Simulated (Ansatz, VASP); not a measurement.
Al in VASP and in Ansatz

Contents of INCAR:

```
PREC     = Accurate       # precision mode
ENCUT    = 520            # plane-wave cutoff, eV
EDIFF    = 1E-7           # SCF threshold, eV
ISMEAR   = -1             # smearing method
SIGMA    = 0.05           # smearing width, eV
LREAL    = F              # projectors in reciprocal space
LASPH    = T              # aspherical terms in the spheres
NELM     = 60             # most SCF steps
ALGO     = Normal         # electronic algorithm
ISIF     = 2              # what is computed and relaxed
LWAVE    = F              # write WAVECAR
LCHARG   = F              # write CHGCAR
GGA      = PE             # functional
NBANDS   = 8              # bands
```

File KPOINTS:

```
regular mesh
0
Gamma
  11 11 11
```

The input POSCAR:

```
Al
1.0
    0.0000000000      2.0645171409      2.0645171409
    2.0645171409      0.0000000000      2.0645171409
    2.0645171409      2.0645171409      0.0000000000
Al
1
Direct
    0.0000000000      0.0000000000      0.0000000000
```

input.yaml

```yaml
crystal:
  lattice:
    - [0.0, 2.0645171409, 2.0645171409]
    - [2.0645171409, 0.0, 2.0645171409]
    - [2.0645171409, 2.0645171409, 0.0]
  atoms:
    - { symbol: Al, position: [0.0, 0.0, 0.0] }
hamiltonian:
  xc: pbe
  pseudopotentials: { kind: paw }
kpoints:
  mp_grid: { grid: [11, 11, 11] }
scf:
  occupations: { method: fermi_dirac, width: 0.05 }
output:
  forces: true
  stress: true
  eigenvalues: true
  write_density: true
  write_potential: true
  elf: true
  volumetric_format: npy
```

Change from the starting cell: volume scaled by 1.06.

Alike in both runs: task single point; functional PBE; k mesh 11 × 11 × 11; occupations fermi-dirac, width 0.05 eV; no spin polarisation.

|  | VASP | Ansatz |
| --- | --- | --- |
| version | VASP 6.6.1 | Ansatz 0.2.0 |
| potentials or method | VASP PAW PBE potentials, release 64 (Al) | Ansatz PAW |
| plane-wave cutoff (eV) | 520 | 420 |
| valence electrons in the cell | 3 | 3 |

```tsv
	VASP	Ansatz	Ansatz less VASP
gap on the k mesh at the Fermi level (eV)	none	none	-
pressure (GPa)	-4.4	-4.4	+0.03
```

A gap of «none» marks a metal or a gap that the smearing closes.
